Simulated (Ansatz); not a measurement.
## Pressure against volume: P

```
P
1.0
     2.70538    0.00000    0.00000
    -1.35269    2.34293    0.00000
     0.00000    0.00000    4.58769
P
2
Direct
  0.33333 0.66667 0.25000
  0.66667 0.33333 0.75000
```

The structure comes from a relaxation in the same program, started in the hcp type, and has space group P6_3/mmc. Whether it is a known phase or the ground state wasn't checked.

All numbers are computed: DFT, PBE, all-electron LAPW, scalar-relativistic (Ansatz 0.2.0); DFT, PBE, PAW with Ansatz's default frozen-core files, scalar-relativistic (Ansatz 0.2.0).

For LAPW: a Γ-centred 15×15×8 k mesh, Fermi–Dirac smearing of 0.05 eV, basis error target 1 meV/atom, no spin polarisation. PAW takes a cutoff of 420 eV at this cell. The Ansatz runs share mesh, smearing and spin set-up. Plane-wave (PAW) pressures include the program's estimate of the Pulay term.

The cell above is scaled evenly, with fractional coordinates and shape held.

```json
{"V/V(cell)": "0.9500", "V (Å³/atom)": "13.813", "P, LAPW (GPa)": "5.24", "P, PAW (GPa)": "5.18"}
{"V/V(cell)": "0.9750", "V (Å³/atom)": "14.176", "P, LAPW (GPa)": "2.45", "P, PAW (GPa)": "2.39"}
{"V/V(cell)": "1.0000", "V (Å³/atom)": "14.540", "P, LAPW (GPa)": "0.05", "P, PAW (GPa)": "0.00"}
{"V/V(cell)": "1.0250", "V (Å³/atom)": "14.903", "P, LAPW (GPa)": "?", "P, PAW (GPa)": "?"}
{"V/V(cell)": "1.0500", "V (Å³/atom)": "15.267", "P, LAPW (GPa)": "-4.01", "P, PAW (GPa)": "-4.05"}
```

(1) Fill in the row V/V(cell) = 1.0250.

(2) What do Birch–Murnaghan fits to the pressures give?

Results:

(1) P, LAPW (GPa) = -2.07, P, PAW (GPa) = -2.11.

(2) LAPW: V0 = 14.55 Å³/atom, B0 = 91 GPa, B0′ = 4.0; PAW: V0 = 14.54 Å³/atom, B0 = 91 GPa, B0′ = 4.0.
